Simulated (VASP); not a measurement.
# AlN: restarted molecular dynamics, 2 variants

AlN, P6_3mc (no. 186), 8 atoms in the cell. PBE, molecular dynamics; PAW potentials Al, N (PBE set).

| Restart from | Temperature at the end (K) | The same without a restart (K) | Potential energy at the end (eV/atom) | The same without a restart (eV/atom) | Electronic steps in the first step after the restart | Time (s) |
|---|---|---|---|---|---|---|
| CONTCAR with velocities, WAVECAR read | 743.0 | 743.0 | -7.32959 | -7.32958 | 4 | 128 |
| CONTCAR with velocities, no WAVECAR | 743.0 | 743.0 | -7.32959 | -7.32958 | 14 | 118 |

Limits: 60 fs of 8 atoms are too short for converged averages; the cell is only 3.1 Å across, so each atom moves in step with near copies of itself.

## Input of the first row

INCAR.step1:
```
SYSTEM = AlN
GGA = PE ; PREC = Normal
ENCUT = 400 ; EDIFF = 1E-6
NELMIN = 4 ; NELM = 60
ALGO = Normal ; LREAL = Auto
LASPH = .TRUE. ; ISMEAR = 0
SIGMA = 0.05 ; ISYM = 0
LWAVE = .TRUE. ; LCHARG = .FALSE.
IBRION = 0 ; NSW = 30
POTIM = 1.0 ; TEBEG = 1600
ISIF = 2 ; RANDOM_SEED = 471053 0 0
MDALGO = 2 ; SMASS = -3
KPAR = 2
```

INCAR.step2, as INCAR.step1 but for:
```
- LWAVE = .TRUE.
+ LWAVE = .FALSE.
```

KPOINTS:
```
k-points
0
Gamma
  3 2 2
```

POSCAR.step1:
```
AlN
1.0
    3.1130000000      0.0000000000      0.0000000000
    0.0000000000      5.3918741640      0.0000000000
    0.0000000000      0.0000000000      4.9810000000
Al N
4 4
Direct
    0.5000000000      0.1666666666      0.5000000000
    0.0000000001      0.6666666666      0.5000000000
    0.0000000000      0.3333333334      0.0000000000
    0.4999999999      0.8333333333      0.0000000000
    0.5000000000      0.1666666666      0.8800000000
    0.0000000001      0.6666666666      0.8800000000
    0.0000000000      0.3333333334      0.3800000000
    0.4999999999      0.8333333333      0.3800000000
```

Commands (each step's output is kept before the next begins):
```
cat potpaw_PBE.64/Al/POTCAR potpaw_PBE.64/N/POTCAR > POTCAR
cp INCAR.step1 INCAR
cp POSCAR.step1 POSCAR
mpirun -np 2 vasp_std > vasp.out
cp CONTCAR POSCAR
cp INCAR.step2 INCAR
mpirun -np 2 vasp_std > vasp.out
```

Changes of the last row against the first:
```
(step 1)
- LWAVE = True
+ LWAVE = False
```

VASP 6.6.1 took 128 s on 2 cores (Intel Xeon Platinum 8488C (Sapphire Rapids)), a shared host.
